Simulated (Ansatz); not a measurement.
**InP (F-43m) under strain**

A 2-atom cell of InP started from a crystallographic database, relaxed with r2SCAN in the PAW code Ansatz. The symmetry is F-43m (No. 216, cubic); a = 5.908 Å in the conventional setting, 25.77 Å³ an atom. In has 4 P at 2.56 Å; P has 4 In at 2.56 Å.

The axes x, y and z are those of this cell:
```
In P
1.0
     0.00000    2.95381    2.95381
     2.95381    0.00000    2.95381
     2.95381    2.95381    0.00000
In P
1 1
Direct
  0.00000 0.00000 0.00000
  0.25000 0.25000 0.25000
```

Unstrained: PBE gives a direct gap of 0.585 eV at Γ. r2SCAN gives a direct gap of 1.026 eV at Γ. HSE06 gives a direct gap of 1.357 eV at Γ. Meshes: PBE 8×8×8, r2SCAN 8×8×8, HSE06 6×6×6. Strains are changes of length per length, and xy shears are angles. After each strain the atoms were relaxed again with r2SCAN within the symmetry that the strain leaves, so tilts or polar shifts that break it weren't tested; points keep the names that they have in the unstrained zone. The values are computed, spin-unpolarised, and not measurements.

Changes of the least gap in eV (an overlap counts as a negative gap):
```csv
strain,volume change (%),space group,PBE,r2SCAN,HSE06,"energy rise, r2SCAN (meV/atom)"
uniaxial -5.26 % along y,-5.3,I-4m2,+0.126,+0.138,+0.148,22.3
uniaxial +1.36 % along z,+1.4,I-4m2,-0.095,-0.102,-0.107,1.5
"xy shear, engineering strain (angle) +3.06 %",0.0,Imm2,-0.110,-0.119,-0.119,3.5
"biaxial +4.97 % in x and y, z held",+10.2,I-4m2,-0.585,-0.712,-0.752,54.0
```

Uniaxial -5.26 % along y, other directions held. HSE06: the gap goes from 1.357 to 1.505 eV (+0.148 eV); with r2SCAN the top three valence levels at Γ, degenerate before, become 1+2 from the top over 249 meV. Stress change with r2SCAN, compression positive: xx +3.40, yy +5.42, zz +3.40 GPa.

Uniaxial +1.36 % along z, other directions held. HSE06: the gap goes from 1.357 to 1.250 eV (-0.107 eV); with r2SCAN the top three valence levels at Γ, degenerate before, become 2+1 from the top over 66 meV. Stress change with r2SCAN, compression positive: xx -0.69, yy -0.69, zz -1.31 GPa.

Xy shear, engineering strain (angle) +3.06 %. HSE06: the gap goes from 1.357 to 1.238 eV (-0.119 eV); with r2SCAN the top three valence levels at Γ, degenerate before, become 1+1+1 from the top over 199 meV. Stress change with r2SCAN, compression positive: xx +0.02, yy +0.02, zz -0.01, xy -1.41 GPa.

Biaxial +4.97 % in x and y, z held. PBE: gap 0.59 before, 0 after (eV); it has closed. HSE06: the gap goes from 1.357 to 0.605 eV (-0.752 eV); with r2SCAN the top three valence levels at Γ, degenerate before, become 1+2 from the top over 202 meV. Stress change with r2SCAN, compression positive: xx -6.01, yy -6.01, zz -3.96 GPa.

Spin-orbit coupling is left out, which matters wherever the heavy atoms make up the band edges.

The meshes of the hybrids are coarse, so their gaps aren't converged to the digits shown.

The splittings at Γ are without spin-orbit coupling, which regroups them where it is of like size or larger.
